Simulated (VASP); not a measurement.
# NiO (Fm-3m) in VASP: relaxation of cell and atoms with r2SCAN

Aim: the relaxation of cell and atoms of NiO with r2SCAN.

Program: VASP 6.6.1. These are calculated values, not measurements. Logs are shortened: lines on timing, memory, paths and dates and some standing lists are left out, and cuts for length are marked.

### 1 Starting point

Symmetry: Fm-3m, No. 225, cubic system. Conventional cell: a = 4.187 Å, b = 4.187 Å, c = 4.187 Å, α = 90.00°, β = 90.00°, γ = 90.00°. Ni (site symmetry m-3m) is surrounded by 6 O at 2.09 Å. Around O (site symmetry m-3m) lie 6 Ni at 2.09 Å.

### 2 Relaxation of cell and atoms, r2SCAN, collinear spin, ferromagnetic start

INCAR reads:

```
ALGO = Normal
AMIX = 0.2
AMIX_MAG = 0.8
BMIX = 1E-4
BMIX_MAG = 1E-4
EDIFF = 1E-7
EDIFFG = -0.005
ENCUT = 600
IBRION = 2
ISIF = 3
ISMEAR = 0
ISPIN = 2
LASPH = T
LCHARG = F
LMAXMIX = 4
LMIXTAU = T
LORBIT = 11
LREAL = F
LWAVE = F
MAGMOM = 2 0
METAGGA = R2SCAN
NELM = 150
NSW = 90
PREC = Accurate
SIGMA = 0.03
```

KPOINTS reads:

```
k-points
0
Gamma
  12 12 12
```

POSCAR reads:

```
NiO                                     
1.0
   -0.0000000000      2.0933969133      2.0933969133
    2.0933969133     -0.0000000000      2.0933969133
    2.0933969133      2.0933969133      0.0000000000
  Ni              O             
     1     1
Direct
     0.0000000000000000    0.0000000000000000    0.0000000000000000
     0.5000000000000000    0.5000000000000000    0.5000000000000000
```

Potentials or basis: VASP PAW PBE potentials, release 64 (Ni, O).

Command:

```sh
$ cat potpaw_PBE.64/Ni/POTCAR potpaw_PBE.64/O/POTCAR > POTCAR
$ mpirun -np 1 vasp_std > vasp.out
```

OUTCAR:

```text
AMIX = 0.2
   AMIX_MAG = 0.8
   EDIFF = 1E-7
   EDIFFG = -0.005
   ENCUT = 600
   IBRION = 2
   ISIF = 3
   ISMEAR = 0
   ISPIN = 2
   LASPH = T
   LORBIT = 11
   LREAL = F
   METAGGA = R2SCAN
   NELM = 150
   NSW = 90
   PREC = Accurate

 ion  position               nearest neighbor table
   1  0.000  0.000  0.000-   2 2.09   2 2.09   2 2.09   2 2.09   2 2.09   2 2.09
   2  0.500  0.500  0.500-   1 2.09   1 2.09   1 2.09   1 2.09   1 2.09   1 2.09

  LATTYP: Found a face centered cubic cell.
 ALAT       =     4.1867938266

  Lattice vectors:

 A1 = (   0.0000000000,   2.0933969133,   2.0933969133)
 A2 = (   2.0933969133,   0.0000000000,   2.0933969133)
 A3 = (   2.0933969133,   2.0933969133,   0.0000000000)

Analysis of symmetry for initial positions (statically):
=====================================================================
 Subroutine PRICEL returns:
 Original cell was already a primitive cell.

 Routine SETGRP: Setting up the symmetry group for a
 face centered cubic supercell.

 Subroutine GETGRP returns: Found 48 space group operations
 (whereof 48 operations were pure point group operations)
 out of a pool of 48 trial point group operations.

The static configuration has the point symmetry O_h .

Analysis of symmetry for dynamics (positions and initial velocities):
=====================================================================
 Subroutine PRICEL returns:
 Original cell was already a primitive cell.

 Routine SETGRP: Setting up the symmetry group for a
 face centered cubic supercell.

 Subroutine GETGRP returns: Found 48 space group operations
 (whereof 48 operations were pure point group operations)
 out of a pool of 48 trial point group operations.

The dynamic configuration has the point symmetry O_h .

Analysis of structural, dynamic, and magnetic symmetry:
=====================================================================
 Subroutine PRICEL returns:
 Original cell was already a primitive cell.

 Routine SETGRP: Setting up the symmetry group for a
 face centered cubic supercell.

 Subroutine GETGRP returns: Found 48 space group operations
 (whereof 48 operations were pure point group operations)
 out of a pool of 48 trial point group operations.

The overall configuration has the point symmetry O_h .

 Subroutine INISYM returns: Found 48 space group operations
 (whereof 48 operations are pure point group operations),
 and found     1 'primitive' translations

----------------------------------------------------------------------------------------

                                     Primitive cell

  volume of cell :      18.3478

  direct lattice vectors                    reciprocal lattice vectors
     0.000000000  2.093396913  2.093396913    -0.238846249  0.238846249  0.238846249
     2.093396913  0.000000000  2.093396913     0.238846249 -0.238846249  0.238846249
     2.093396913  2.093396913  0.000000000     0.238846249  0.238846249 -0.238846249

  length of vectors
     2.960510306  2.960510306  2.960510306     0.413693838  0.413693838  0.413693838

  position of ions in fractional coordinates (direct lattice)
     0.000000000  0.000000000  0.000000000
     0.500000000  0.500000000  0.500000000

  ion indices of the primitive-cell ions
   primitive index   ion index
                 1           1
                 2           2

----------------------------------------------------------------------------------------

 KPOINTS: k-points

Automatic generation of k-mesh.
 Grid dimensions read from file:
 generate k-points for:   12   12   12

 Generating k-lattice:

  Cartesian coordinates                     Fractional coordinates (reciprocal lattice)
    -0.019903854  0.019903854  0.019903854     0.083333333  0.000000000  0.000000000
     0.019903854 -0.019903854  0.019903854     0.000000000  0.083333333  0.000000000
     0.019903854  0.019903854 -0.019903854     0.000000000  0.000000000  0.083333333

  Length of vectors
     0.034474487  0.034474487  0.034474487

  Shift w.r.t. Gamma in fractional coordinates (k-lattice)
     0.000000000  0.000000000  0.000000000

 Subroutine IBZKPT returns following result:
 ===========================================

 Found     72 irreducible k-points:

 Following reciprocal coordinates:
            Coordinates               Weight
  0.000000  0.000000  0.000000      1.000000
  0.083333  0.000000  0.000000      8.000000
  0.166667  0.000000  0.000000      8.000000
  0.250000  0.000000  0.000000      8.000000
  0.333333  0.000000  0.000000      8.000000
  0.416667  0.000000  0.000000      8.000000
[... 16 lines left out ...]
  0.500000  0.166667  0.000000     24.000000
 -0.416667  0.166667  0.000000     24.000000
 [... further k-points ...]
   k-points           NKPTS =     72   k-points in BZ     NKDIM =     72   number of bands    NBANDS=     13
   number of dos      NEDOS =    301   number of ions     NIONS =      2
   total plane-waves  NPLWV =  13824
   dimension x,y,z NGX =    24 NGY =   24 NGZ =   24
   dimension x,y,z NGXF=    48 NGYF=   48 NGZF=   48
   ions per type =               1   1
   NGX,Y,Z   is equivalent  to a cutoff of  13.48, 13.48, 13.48 a.u.
   NGXF,Y,Z  is equivalent  to a cutoff of  26.95, 26.95, 26.95 a.u.
 SYSTEM =  unknown system
   PREC   = accura    normal or accurate (medium, high low for compatibility)
   ISTART =      0    job   : 0-new  1-cont  2-samecut
   ICHARG =      2    charge: 1-file 2-atom 10-const
   ISPIN  =      2    spin polarized calculation?
   LNONCOLLINEAR =      F non collinear calculations
   LSORBIT =      F    spin-orbit coupling
   LASPH  =      T    aspherical Exc in radial PAW
   ENCUT  =  600.0 eV  44.10 Ry    6.64 a.u.   5.91  5.91  5.91*2*pi/ulx,y,z
   NELM   =    150;   NELMIN=  2; NELMDL= -5     # of ELM steps
   EDIFF  = 0.1E-06   stopping-criterion for ELM
   LREAL  =      F    real-space projection
   EDIFFG = -.5E-02   stopping-criterion for IOM
   NSW    =     90    number of steps for IOM
   IBRION =      2    ionic relax: 0-MD 1-quasi-New 2-CG
   NFREE  =      1    steps in history (QN), initial steepest desc. (CG)
   ISIF   =      3    stress and relaxation
   ISYM   =      2    0-nonsym 1-usesym 2-fastsym
   POTIM  = 0.5000    time-step for ionic-motion
   TEBEG  =    0.0;   TEEND  =   0.0 temperature during run
   PSTRESS=    0.0 pullay stress
   NELECT =      16.0000    total number of electrons
   NUPDOWN=      -1.0000    fix difference up-down
   EMIN   =  10.00;   EMAX   =-10.00  energy-range for DOS
   EFERMI =   0.00;   METHOD = LEGACY
   ISMEAR =     0;   SIGMA  =   0.03  broadening in eV -4-tet -1-fermi 0-gaus
   EFERMI_NEDOS =   21; number of points for ismear=-14 and -15
   IALGO  =     38    algorithm
   IMIX   =      4    mixing-type and parameters
     AMIX     =   0.20;   BMIX     =  0.00
     AMIX_MAG =   0.80;   BMIX_MAG =  0.00
  volume/ion in A,a.u.               =       9.17        61.91
  Fermi-wavevector in a.u.,A,eV,Ry     =   1.564059  2.955644 33.283685  2.446282
  Thomas-Fermi vector in A             =   2.666739
   LORBIT       =     11    0 simple, 1 ext, 2 COOP (PROOUT), +10 PAW based schemes
   METAGGA = R2SCAN    functional components
   LHFCALC =     F    Hartree Fock is set to
   AEXX    =    0.0000 exact exchange contribution
   IVDW    =     0    specifies the selected vdW correction
   LEPSILON=     F    determine dielectric tensor
   LRPA    =     F    only Hartree local field effects (RPA)
 conjugate gradient relaxation of ions
 spin polarized calculation
 Gauss-broadening in eV      SIGMA  =   0.03
  energy-cutoff  :      600.00
  volume of cell :       18.35
 maximum number of plane-waves:       624
   NGX = 11   NGY = 11   NGZ = 11

 number of electron      16.0000007 magnetization       1.9999993

 Free energy of the ion-electron system (eV)
  ---------------------------------------------------
  ext. energy  EPLUGINS =         0.00000000
  ---------------------------------------------------
  free energy    TOTEN  =       -20.11496413 eV

  energy without entropy =      -20.11496413  energy(sigma->0) =      -20.11496413

 E-fermi :   7.5205     XC(G=0): -13.3607

 val. band max:        7.4025207196   @ k =   0.5000   0.0000   0.0000
 cond. band min:       8.1402563942   @ k =   0.0000   0.0000   0.0000
 fundamental gap:      0.7377356746
 Fermi energy:         7.5204727258

 spin component 1

 k-point     1 :       0.0000    0.0000    0.0000
  band No.  band energies     occupation
      1     -13.6122      1.00000
      2       3.4330      1.00000
      3       3.4330      1.00000
      4       4.3245      1.00000
      5       4.3246      1.00000
      6       4.3246      1.00000
      7       4.6436      1.00000
      8       4.6436      1.00000
      9       4.6436      1.00000
     10       9.5638      0.00000
     11      26.2071      0.00000
     12      27.0342      0.00000
     13      27.0343      0.00000

 k-point     2 :       0.0833    0.0000    0.0000
  band No.  band energies     occupation
      1     -13.5357      1.00000
      2       3.0915      1.00000
      3       3.0916      1.00000
      4       3.7161      1.00000
      5       4.2957      1.00000
      6       4.2958      1.00000
      7       4.7879      1.00000
      8       5.0807      1.00000
      9       5.0807      1.00000
     10      10.0688      0.00000
     11      24.3874      0.00000
     12      26.8114      0.00000
     13      26.8115      0.00000
[... 321 lines left out ...]
 k-point    23 :       0.5000    0.1667    0.0000
  band No.  band energies     occupation
      1     -12.2866      1.00000
      2      -0.1554      1.00000
      3       1.2083      1.00000
      4       1.4461      1.00000
      5       4.6542      1.00000
      6       4.9430      1.00000
      7       5.4951      1.00000
      8       6.5261      1.00000
      9       6.7464      1.00000
     10      15.1004      0.00000
     11      17.9054      0.00000
     12      20.6192      0.00000
     13      23.0697      0.00000

 k-point    24 :      -0.4167    0.1667    0.0000
  band No.  band energies     occupation
      1     -12.2536      1.00000
      2      -0.2390      1.00000
      3       1.2676      1.00000
      4       1.2691      1.00000
      5       4.6966      1.00000
      6       4.9400      1.00000
      7       5.4954      1.00000
      8       6.3575      1.00000
      9       7.0963      1.00000
     10      15.2087      0.00000
     11      17.8516      0.00000
     12      20.4524      0.00000
     13      22.9338      0.00000

 [... further k-points ...]

 spin component 2

 k-point     1 :       0.0000    0.0000    0.0000
  band No.  band energies     occupation
      1     -13.0808      1.00000
      2       5.2094      1.00000
      3       5.2097      1.00000
      4       5.2098      1.00000
      5       5.3279      1.00000
      6       5.3279      1.00000
      7       5.3279      1.00000
      8       8.1403      0.00000
      9       8.1412      0.00000
     10      10.1209      0.00000
     11      26.2991      0.00000
     12      27.3691      0.00000
     13      27.3692      0.00000

 k-point     2 :       0.0833    0.0000    0.0000
  band No.  band energies     occupation
      1     -13.0002      1.00000
      2       4.4274      1.00000
      3       4.8916      1.00000
      4       4.8917      1.00000
      5       5.4629      1.00000
      6       5.4631      1.00000
      7       5.6135      1.00000
      8       8.4068      0.00000
      9       8.4077      0.00000
     10      10.6503      0.00000
     11      24.6341      0.00000
     12      27.1753      0.00000
     13      27.1757      0.00000
[... 321 lines left out ...]
 k-point    23 :       0.5000    0.1667    0.0000
  band No.  band energies     occupation
      1     -11.6574      1.00000
      2       0.3102      1.00000
      3       2.7023      1.00000
      4       3.2137      1.00000
      5       5.9010      1.00000
      6       6.1795      1.00000
      7       6.4409      1.00000
      8      10.1623      0.00000
      9      10.2831      0.00000
     10      15.6057      0.00000
     11      18.6479      0.00000
     12      21.0595      0.00000
     13      23.5482      0.00000

 k-point    24 :      -0.4167    0.1667    0.0000
  band No.  band energies     occupation
      1     -11.6228      1.00000
      2       0.2340      1.00000
      3       2.6261      1.00000
      4       3.1423      1.00000
      5       6.0446      1.00000
      6       6.1242      1.00000
      7       6.4641      1.00000
      8       9.9086      0.00000
      9      10.7028      0.00000
     10      15.6490      0.00000
     11      18.6573      0.00000
     12      20.8915      0.00000
     13      23.4078      0.00000

 [... further k-points ...]
[... 5 lines left out ...]
  --------------------------------------------------------------------------------------
  -------------------------------------------------------------------------------------
  Total        0.0021513      0.0021513      0.0021513      0.0000000      0.0000000      0.0000000
  in kB        0.1878530      0.1878530      0.1878530      0.0000000      0.0000000      0.0000000
  external PRESSURE =       0.1878530 kB  Pullay stress =       0.0000000 kB

 VOLUME and BASIS-vectors are now :
 -----------------------------------------------------------------------------
  energy-cutoff  :      600.00
  volume of cell :       18.35
      direct lattice vectors                 reciprocal lattice vectors
     0.000000000  2.093396913  2.093396913    -0.238846249  0.238846249  0.238846249
     2.093396913  0.000000000  2.093396913     0.238846249 -0.238846249  0.238846249
     2.093396913  2.093396913  0.000000000     0.238846249  0.238846249 -0.238846249

 POSITION                                       TOTAL-FORCE (eV/Angst)
 -----------------------------------------------------------------------------------
      0.00000      0.00000      0.00000        -0.000000     -0.000000     -0.000000
      2.09340      2.09340      2.09340         0.000000      0.000000      0.000000
 -----------------------------------------------------------------------------------
    total drift:                                0.000000     -0.000000     -0.000000

  FREE ENERGIE OF THE ION-ELECTRON SYSTEM (eV)
  ---------------------------------------------------
  free  energy   TOTEN  =       -20.1149641256 eV

  energy  without entropy=      -20.1149641256  energy(sigma->0) =      -20.11496413

 reached required accuracy - stopping structural energy minimisation

 total charge

# of ion       s       p       d       tot
------------------------------------------
    1        0.334   0.413   8.168   8.915
    2        1.551   3.493   0.000   5.045
--------------------------------------------------
tot          1.885   3.907   8.168  13.960

 magnetization (x)

# of ion       s       p       d       tot
------------------------------------------
    1        0.011   0.012   1.671   1.693
    2        0.028   0.247   0.000   0.276
--------------------------------------------------
tot          0.039   0.259   1.671   1.969
```

It took 93 s on 1 thread of Intel Xeon Platinum 8488C (Sapphire Rapids), shared host; peak memory 0.18 GiB.

Results:

| Property | Result |
| --- | --- |
| Free energy | -20.1150 eV |
| Pressure after relaxing | 0.0 GPa |
| Band gap on the k mesh | 0.74 eV, indirect (least direct gap 1.75 eV) |
| Net moment | 2.00 μB per cell |
| Site moments | Ni +1.69; O +0.28 μB |
| Valence electrons inside the program's atomic spheres | Ni 8.91; O 5.04 |

Final structure:
```yaml
crystal:
  lattice:
    - [0.00000, 2.09340, 2.09340]
    - [2.09340, 0.00000, 2.09340]
    - [2.09340, 2.09340, 0.00000]
  atoms:
    - { symbol: Ni, position: [0.00000, 0.00000, 0.00000] }
    - { symbol: O, position: [0.50000, 0.50000, 0.50000] }
```

Levels at points of the mesh, in eV from the valence-band top:
Spin up:
| k point | band 6 | band 7 | band 8 | band 9 | band 10 | band 11 | band 12 | band 13 |
| --- | --- | --- | --- | --- | --- | --- | --- | --- |
| (0.00, 0.00, 0.00) | -3.08 | -2.76 | -2.76 | -2.76 | 2.16 | 18.80 | 19.63 | 19.63 |
| (0.50, 0.00, 0.00) | -2.49 | -1.82 | 0.00 | 0.00 | 6.35 | 10.88 | 14.86 | 14.86 |
| (0.50, 0.50, 0.00) | -3.67 | -3.12 | -2.17 | -2.17 | 6.78 | 11.61 | 12.75 | 17.70 |
Spin down:
```tsv
k point	band 3	band 4	band 5	band 6	band 7	band 8	band 9	band 10	band 11	band 12
(0.00, 0.00, 0.00)	-2.19	-2.19	-2.07	-2.07	-2.07	0.74	0.74	2.72	18.90	19.97
(0.50, 0.00, 0.00)	-4.36	-4.36	-1.25	-1.25	-0.88	3.49	3.49	6.65	11.70	15.27
(0.50, 0.50, 0.00)	-3.50	-3.50	-3.05	-1.20	-1.20	1.20	1.74	7.42	12.22	13.11
```

Caveat: the relaxation stopped at its first step, so nothing moved; the PAW data sets were made with another functional, which shifts forces and pressure a little; a cell with one magnetic atom can't hold antiferromagnetic order, which such compounds often take. A k mesh can miss the band edges.
